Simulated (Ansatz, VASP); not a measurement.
One calculation of ZnSe, two programs

The input INCAR:

```
ALGO = Normal
EDIFF = 1E-7
ENCUT = 520
GGA = PE
ISIF = 2
ISMEAR = 0
LASPH = T
LCHARG = F
LREAL = F
LWAVE = F
NBANDS = 16
NELM = 100
PREC = Accurate
SIGMA = 0.05
```

The input KPOINTS:

```
k-points
0
Gamma
  8 8 8
```

Contents of POSCAR:

```
ZnSe
1.0
    0.0000000000      2.6366465291      2.8659201403
    2.6366465291      0.0000000000      2.8659201403
    2.6366465291      2.6366465291      0.0000000000
Zn Se
1 1
Direct
    0.0000000000      0.0000000000      0.0000000000
    0.7500000000      0.7500000000      0.7500000000
```

Input for Ansatz:

```yaml
crystal:
  lattice:
    - [0.0, 2.6366465291, 2.8659201403]
    - [2.6366465291, 0.0, 2.8659201403]
    - [2.6366465291, 2.6366465291, 0.0]
  atoms:
    - { symbol: Zn, position: [0.0, 0.0, 0.0] }
    - { symbol: Se, position: [0.75, 0.75, 0.75] }
basis:
  ecutwfc: 420
kpoints:
  mp_grid: { grid: [8, 8, 8] }
hamiltonian:
  xc: pbe
scf:
  occupations: { method: gaussian, width: 0.05 }
output:
  forces: true
  stress: true
  eigenvalues: true
```

Change from the starting cell: strain -0.080 along x and y, +0.000 along z, atoms carried along.

Alike in both runs: task single point; functional PBE; k mesh 8 × 8 × 8; occupations gaussian, width 0.05 eV; no spin polarisation.

|  | VASP | Ansatz |
| --- | --- | --- |
| version | VASP 6.6.1 | Ansatz 0.2.0 |
| potentials or method | VASP PAW PBE potentials, release 64 (Zn, Se) | scalar-relativistic, plane waves, PAW |
| plane-wave cutoff (eV) | 520 | 420 |
| valence electrons in the cell | 18 | 28 |

Ansatz gave:

* gap on the k mesh at the Fermi level (eV): 1.69
* least direct gap on the mesh (eV): 1.69
* pressure (GPa): 13.6
* largest component of the traceless stress (GPa): 1.95

Task: What did VASP give for the same quantities?

Result: gap on the k mesh at the Fermi level (eV): 1.70; least direct gap on the mesh (eV): 1.70; pressure (GPa): 14.0; largest component of the traceless stress (GPa): 1.92.

With one functional, cell and mesh, what is left measures potentials, basis and numerics. The two sets of potentials don't hold the same shells in valence.
